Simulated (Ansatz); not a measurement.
# Co (sc type): how the settings move a single-point run

How sensitive is a single-point run of Co (sc type) to its settings? A reference run comes first, then one run with altered input.

This is Co in the simple cubic structure; at room conditions it is hcp.

Method: reference: DFT, PBE, all-electron LAPW, scalar-relativistic, in Ansatz 0.2.0.

### Step 1. The structure to begin with

The structure is cubic, space group Pm-3m (No. 221). Conventional cell: a = 2.340 Å, b = 2.340 Å, c = 2.340 Å, α = 90.00°, β = 90.00°, γ = 90.00°. Co (site symmetry m-3m) has 6 Co at 2.34 Å as nearest neighbours.

Structure file:

```xyz
1
Lattice="2.3402 0.0000 0.0000 0.0000 2.3402 0.0000 0.0000 0.0000 2.3402" Properties=species:S:1:pos:R:3 pbc="T T T"
Co    0.0000    0.0000    0.0000
```

### Step 2. The reference run

Input file input.yaml:

```yaml
crystal:
  lattice:
    - [2.3401639241, 0.0, 0.0]
    - [0.0, 2.3401639241, 0.0]
    - [0.0, 0.0, 2.3401639241]
  atoms:
    - { symbol: Co, position: [0.0, 0.0, 0.0], spin: 1.7 }
magnetization:
  spin_polarized: true
kpoints:
  mp_grid: { grid: [17, 17, 17] }
  band_path:
    path:
      - [0.0, 0.0, 0.0]
      - [0.0, 0.5, 0.0]
      - [0.5, 0.5, 0.0]
      - [0.0, 0.0, 0.0]
      - [0.5, 0.5, 0.5]
      - [0.0, 0.5, 0.0]
      - [0.5, 0.5, 0.5]
      - [0.5, 0.5, 0.0]
    npoints: 14
scf:
  occupations: { method: fermi_dirac, width: 0.05 }
hamiltonian:
  xc: pbe
  pseudopotentials: { kind: all_electron, lapw: { basis_error: 0.001 } }
output:
  forces: true
  stress: true
  eigenvalues: true
  populations: true
  dos: { projected: true, de: 0.2, e_range: [-14, 8] }
```

On the command line:

```sh
$ ansatz run input.yaml --threads 1 --pin off --max-ram 3072MiB --backend cpu --events-out ev --progress --plain --runs-dir out
```

### Step 3. Changed: starting moments

input.yaml: that of step 2 with these lines changed.

```diff
@@ -6,3 +6,3 @@
   atoms:
-    - { symbol: Co, position: [0.0, 0.0, 0.0], spin: 1.7 }
+    - { symbol: Co, position: [0.0, 0.0, 0.0], spin: 0.2 }
 magnetization:
@@ -32,2 +32 @@
   populations: true
-  dos: { projected: true, de: 0.2, e_range: [-14, 8] }
```

Q: Predict the outcome of this session. Wanted: for each run, ending; energy change; pressure; abs. moment; force.

The runs gave:

| run | ending | energy change | pressure (GPa) | abs. moment (μB) | force (eV/Å) | cycles | time |
| --- | --- | --- | --- | --- | --- | --- | --- |
| reference | converged | 0 | 0.0 | 1.96 | 0.00 | 9 | 39 s |
| 1: starting moments | converged | 0.0 meV/atom | 0.0 | 1.96 | 0.00 | 10 | 37 s |

Times don't compare one to one where runs were asked for different outputs or read a saved state (see the inputs); cycles may leave out searches for a lower state.

Residual by cycle in the longest SCF loop of each run; runs are numbered as in the table. The quantity is the density residual dr2, in eV.

```csv
cycle,reference,run 1
1,0.0229,0.0281
2,0.012,0.0125
3,0.00913,0.0399
4,2.1e-4,4.3e-4
5,7.9e-6,1.4e-4
6,4.7e-7,5.0e-7
7,2.2e-8,3.8e-8
8,2.4e-10,1.9e-9
9,7.6e-11,2.6e-11
10,-,9.4e-12
```

Changing the spin start leaves the energy as it was (0.0 meV/atom).
